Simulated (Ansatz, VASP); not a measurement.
Two plane-wave programs on Si

INCAR

```
SYSTEM = Si
  PREC = Accurate
  ENCUT = 520
  EDIFF = 1E-7
  ISMEAR = -1
  SIGMA = 0.05
  LREAL = .False.
  LASPH = .True.
  NELM = 100
  ALGO = Normal
  ISIF = 2
  LWAVE = .False.
  LCHARG = .False.
  GGA = PS
  NBANDS = 11
```

Contents of KPOINTS:

```
Automatic mesh
0
Gamma
  9 9 9
  0 0 0
```

Contents of POSCAR:

```
Si
1.0
    0.0000000000      2.7175333042      2.7175333042
    2.7175333042      0.0000000000      2.7175333042
    2.7175333042      2.7175333042      0.0000000000
Si
2
Direct
    0.5000000000      0.5000000000      0.5000000000
    0.7500000000      0.7500000000      0.7500000000
```

Input for Ansatz:

```yaml
crystal:
  lattice:
    - [0.0, 2.7175333042, 2.7175333042]
    - [2.7175333042, 0.0, 2.7175333042]
    - [2.7175333042, 2.7175333042, 0.0]
  atoms:
    - { symbol: Si, position: [0.5, 0.5, 0.5] }
    - { symbol: Si, position: [0.75, 0.75, 0.75] }
hamiltonian:
  xc: pbesol
  pseudopotentials:
    kind: paw
    azcp:
      Si: "pseudopotentials/Si.paw.azcp"
basis:
  ecutwfc: 420
  fft_grid_basis: typed
kpoints:
  mp_grid: { grid: [9, 9, 9], shift: [0, 0, 0] }
magnetization:
  spin_polarized: false
scf:
  occupations: { method: fermi_dirac, width: 0.05 }
output:
  stress: true
```

Alike in both runs: task single point; functional PBEsol; k mesh 9 × 9 × 9; occupations fermi-dirac, width 0.05 eV; no spin polarisation.

|  | VASP | Ansatz |
| --- | --- | --- |
| version | VASP 6.6.1 | Ansatz 0.2.0 |
| potentials or method | VASP PAW PBE potentials, release 64 (Si) | plane waves (420 eV) with PAW, scalar-relativistic |
| plane-wave cutoff (eV) | 520 | 420 |
| valence electrons in the cell | 8 | 8 |

Ansatz gave:

```
pressure (GPa) : -0.1
```

Question: What did VASP give for the same quantities?

Answer: Pressure (GPa): 0.0.

Ansatz warned: «pseudo_functional_mismatch».

Caveats: the PAW data sets were made with another functional, which shifts forces and pressure a little (VASP).
